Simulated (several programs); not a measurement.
## Many methods on one cell: GaSe (P6_3/mmc)

An 8-atom cell of GaSe started from a crystallographic database, relaxed with r2SCAN+rVV10 in Ansatz, was computed with several methods. Space group P6_3/mmc (No. 194), hexagonal; conventional cell a = 3.754 Å, c = 16.114 Å, 24.58 Å³ an atom. Around Ga lie 1 Ga at 2.43 Å and 3 Se at 2.46 Å; around Se lie 3 Ga at 2.46 Å. No spin polarisation and no zero-point or thermal motion.

Space group P6_3/mmc (No. 194). a = 3.754 Å, b = 3.754 Å, c = 16.114 Å, α = 90.00°, β = 90.00°, γ = 120.00°

| atom | site | symmetry | x | y | z |
| --- | --- | --- | --- | --- | --- |
| Ga | 4f | 3m. | 0.3333 | 0.6667 | 0.1745 |
| Se | 4f | 3m. | 0.3333 | 0.6667 | 0.6027 |

Gaps and times are for a single point on this cell; volume and bulk modulus come from each method's own relaxation or energy curve at fixed shape, which is too stiff where a cell has free coordinates or axes. Times are rough, from shared hosts (AMD EPYC 7R13 Processor; Arm Neoverse V2; NVIDIA H100 80GB HBM3), and each method has its own mesh and cell size. A double dagger marks a value from a curve with shape and coordinates held. A star marks a curve whose lowest point is an end point. PM6 (MOPAC), PM7 (MOPAC), GFN1-xTB (tblite), GFN2-xTB (tblite) treat a cluster of cells at its zone centre, which samples few k points: where these miss a band edge, the gap comes out too large for that reason alone. Gaps from k meshes are read at a limited set of points (mesh, symmetry points, PBE's band edges), so each method's own least gap may be somewhat smaller. xTB and the PM methods were fitted mostly to molecules, and can miss a solid's gap by electronvolts. Minimal bases can be far off for gaps. Times of the plane-wave ladder aren't listed, since it ran on unlike processors and cards. Curves at held shape can't give the bulk modulus of a layered or molecular crystal, so none is listed. GLLB-SC's gap includes the derivative discontinuity. d marks a direct gap, i an indirect one (no mark: not told apart), a dash a value that wasn't computed or didn't pass its checks.

```csv
method,kind,gap (eV),own volume (Å³/atom),bulk modulus (GPa),atoms computed,processor time
PBE-D3(BJ),semilocal,–,24.54,–,8,–
r2SCAN+rVV10,semilocal,–,24.58,–,8,–
PM7 (MOPAC),semi-empirical,4.28,–,–,cluster,3.2 s
PM6 (MOPAC),semi-empirical,4.15,–,–,cluster,3.6 s
light PBE (260 eV and a coarse mesh),light plane-wave,0.96 d,–,–,8,3.7 s
GFN1-xTB (tblite),tight binding,0.48,27.00*‡,–,cluster,4.8 s
GFN2-xTB (tblite),tight binding,2.59,–,–,cluster,5.8 s
PBE+SOC,semilocal,0.97 d,–,–,8,–
PBE/SZV (CP2K),small basis,1.03 d,–,–,8,17 s
PBE,semilocal,0.99 d,–,–,8,–
PBE/DZVP (CP2K),small basis,0.95 d,26.19‡,–,8,46 s
r2SCAN,semilocal,1.50 d,–,–,8,–
PBE0,hybrid,2.50 d,–,–,8,–
GLLB-SC (GPAW),model potential,1.78,–,–,8,92 s
HSE06,hybrid,1.88 d,–,–,8,–
```

Against HSE06 (1.88 eV) and with closed or daggered gaps left aside, the nearest gap at the points sampled is that of GLLB-SC (GPAW) (-0.10 eV) and the farthest that of PM7 (MOPAC) (+2.40 eV). HSE06 is only a yardstick of convenience, and nearness to it can be luck.

Only the rows marked +SOC include spin-orbit coupling.
